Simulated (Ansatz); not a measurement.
Runs of Ansatz 0.2.0 on VO2. The structure is tetragonal, space group P4_2/mnm (No. 136). Conventional cell: a = 4.507 Å, b = 4.507 Å, c = 3.044 Å, α = 90.00°, β = 90.00°, γ = 90.00°. Around V (site symmetry mmm) lie 6 O at 1.91 to 1.99 Å. O (site symmetry m2m) is surrounded by 3 V at 1.91 to 1.99 Å. The cell is a database's computed one.

| task | level | cell | cutoff (eV) | smearing | points for each segment of the path | gap on the mesh (eV) | pressure (GPa) | moment (μB) | relaxed volume (Å³/atom) | largest force (eV/Å) |
| --- | --- | --- | --- | --- | --- | --- | --- | --- | --- | --- |
| band structure | PBE | as given | 420 | fermi-dirac 0.05 eV | 14 | none | -8.9 | 2.00 | - | (b) |
| single point | PBE | as given | 420 | gaussian 0.014 eV | - | none | -9.1 | 2.00 | - | 0.20 |
| relaxation of cell and atoms | PBEsol+D4 | relaxed | 420 | fermi-dirac 0.05 eV | - | - | 0.0 | 1.95 | 9.52 | - |
| band structure | r2SCAN | as given | 500 | fermi-dirac 0.05 eV | 14 | none | -12.3 | 2.00 | - | 0.10 |
| relaxation of cell and atoms | PBE+D4 | relaxed | 420 | fermi-dirac 0.05 eV | - | - | 0.0 | 2.00 | 9.76 | - |
| relaxation of cell and atoms | RPBE+D3(BJ) | relaxed | 420 | fermi-dirac 0.05 eV | - | - | 0.0 | 2.00 | (a) | - |
| single point | PBE | as given | 420 | gaussian 0.011 eV | - | none | -9.1 | 2.00 | - | 0.20 |
| relaxation of cell and atoms | BLYP+D3(BJ) | relaxed | 420 | fermi-dirac 0.05 eV | - | - | 0.0 | 2.00 | (c) | - |

Alike in all rows: potentials or basis Ansatz PAW; spin collinear, ferromagnetic start; k mesh 6 × 6 × 9.

Q: Fill in the values left out.

A: (a) 9.38; (b) 0.24; (c) 9.84.

Caveats: semilocal functionals often make such compounds metallic where correlation or magnetic order opens a gap, which also shifts bond lengths (some runs); the plane-wave basis is chosen anew once the cell has moved, so the energies of steps on either side of that aren't comparable (some runs); the PAW data sets come from PBE, with cores solved anew for the run's functional, which leaves a small shift of forces and pressure (some runs); the magnetic or orbital state may not be the lowest (some runs).

A gap of «none» marks a metal or a gap under the smearing width.
